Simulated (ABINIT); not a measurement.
Crystal: TaN.

```xyz
2
Lattice="0.0000 2.1790 2.1790 2.1790 0.0000 2.1790 2.1790 2.1790 0.0000" Properties=species:S:1:pos:R:3 pbc="T T T"
Ta    2.1790    2.1790    2.1790
N     0.0000    0.0000    0.0000
```

| Quantity | Value |
| --- | --- |
| Program | ABINIT 10.8.3 (patched build) |
| Task | single point |
| Functional | PBE |
| Potentials or basis | JTH PAW PBE v2.0 |
| Cutoff | 707 eV |
| k mesh | 10 × 10 × 10 |
| Occupations | fermi-dirac, width 0.05 eV |
| Spin | no spin polarisation |

On this cell: pressure 14.3 GPa; largest force zero by symmetry; band gap on the k mesh none (metal or under the smearing width).

The same run follows on a disturbed copy (atoms moved at random, drawn with an rms of 0.05 Å):

```xyz
2
Lattice="0.0000 2.1790 2.1790 2.1790 0.0000 2.1790 2.1790 2.1790 0.0000" Properties=species:S:1:pos:R:3 pbc="T T T"
Ta    2.2481    2.1748    2.1581
N     0.0021    0.0286    0.0338
```

What changes?

The energy (extrapolated to zero smearing) moves by +20.1 meV/atom; pressure 15.9 GPa; largest force 0.906 eV/Å; band gap on the k mesh none (metal or under the smearing width).

Forces in eV/Å, atoms in the order of the input:
```
Ta  -0.654  0.321  0.539
N    0.654 -0.321 -0.539
```

Stress tensor (GPa, compression positive):
```
16.61  0.24  0.40
 0.24 15.05 -0.17
 0.40 -0.17 15.94
```

Caveats: the highest band is partly filled, so the run has too few bands.
